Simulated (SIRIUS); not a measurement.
## BP: single point with PBEsol

The system is BP.

```
CELL_PARAMETERS angstrom
3.19814 0.00000 0.00000
-1.59907 2.76967 0.00000
0.00000 0.00000 6.97390
ATOMIC_POSITIONS crystal
B 0.66667 0.33333 0.00000
B 0.33333 0.66667 0.50000
P 0.33333 0.66667 0.00000
P 0.00000 0.00000 0.50000
```

The cell was built by a generator and needn't be a form met in nature.

```yaml
Program: SIRIUS 7.10.0
Task: single point
Functional: PBEsol
Potentials_or_basis: PseudoDojo 0.4.1 PBE standard (scalar relativistic)
Cutoff: 1054 eV
Density_cutoff: 4214 eV
k_mesh: 7 × 7 × 3
Occupations: fermi-dirac, width 0.05 eV
Spin: no spin polarisation
Libxc_names: "[\"XC_GGA_X_PBE_SOL\", \"XC_GGA_C_PBE_SOL\"]"
Energy_tol: 1e-08 Ha
Density_tol: 1e-06
Mixer: anderson
Mixing_beta: 0.7
Max_scf: 100
Radial_cutoff_for_the_potentials'_integrals: 6.5 bohr
```

```
Pressure               : 1.2 GPa
Band gap on the k mesh : 0.80 eV
```

Stress tensor (GPa, compression positive):
```
1.20 0.00 0.00
0.00 1.20 0.00
0.00 0.00 1.28
```

It took 75 s on 1 thread of Arm Neoverse V2 (shared host), peak memory 0.59 GiB.

Caveat: the potentials were made for another functional, which shifts forces and pressure; an odd mesh through Γ misses points on the zone boundary, where band edges often lie; this functional lacks dispersion, which binds the layers, so the pressure and a relaxed spacing across them are unreliable.
